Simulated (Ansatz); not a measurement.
# BN: what symmetry allows forces and stress to be

```xyz
2
Lattice="0.0000 1.8130 1.8130 1.8130 0.0000 1.8130 1.8130 1.8130 0.0000" Properties=species:S:1:pos:R:3 pbc="T T T"
B     0.0000    0.1500    0.0000
N     2.7195    2.7195    2.7195
```

Theory: Ansatz, DFT PBE, scalar-relativistic, plane waves, PAW.

Settings: cutoff 420 eV, Γ-centred mesh 12×12×12 on the computed 2-atom cell, Gaussian smearing of 0.02 eV; no spin polarisation.

This distorted cell has space group Imm2, with 4 operations.

**Question.** Without a calculation: in which directions can each atom feel a force?

**Answer.** A force must be left unchanged by every operation that keeps its atom in place, so it lies in the space that those operations leave fixed. Atoms that the group maps onto each other feel forces of one size.
```
atom site symmetry operations at the site equivalent to atom allowed force (Cartesian)
  B1            mm2                       4                   1   along (0.00, 1.00, 0.00)
  N2            mm2                       4                   2   along (0.00, 1.00, 0.00)
```

That leaves 2 independent force components of 6, tied by 1 condition that the forces sum to zero, so 1 remains. A relaxation in this cell that keeps the symmetry moves the atoms in these directions alone.

**Question.** And the stress tensor?

**Answer.** It must be invariant under the point group, which leaves 3 independent components: yz, xy vanish; xx = zz.

**Question.** Do the computed values obey this?

**Answer.** Yes. Forces (eV/Å):
```
B1   0.000 -3.367  0.000
N2   0.000  3.367  0.000
```

Stress (GPa, compression positive, xx yy zz yz xz xy): 6.86 4.14 6.86 0.00 -2.80 0.00. The program imposes the same operations on density, forces and stress, so this confirms the analysis and is no independent test of the calculation.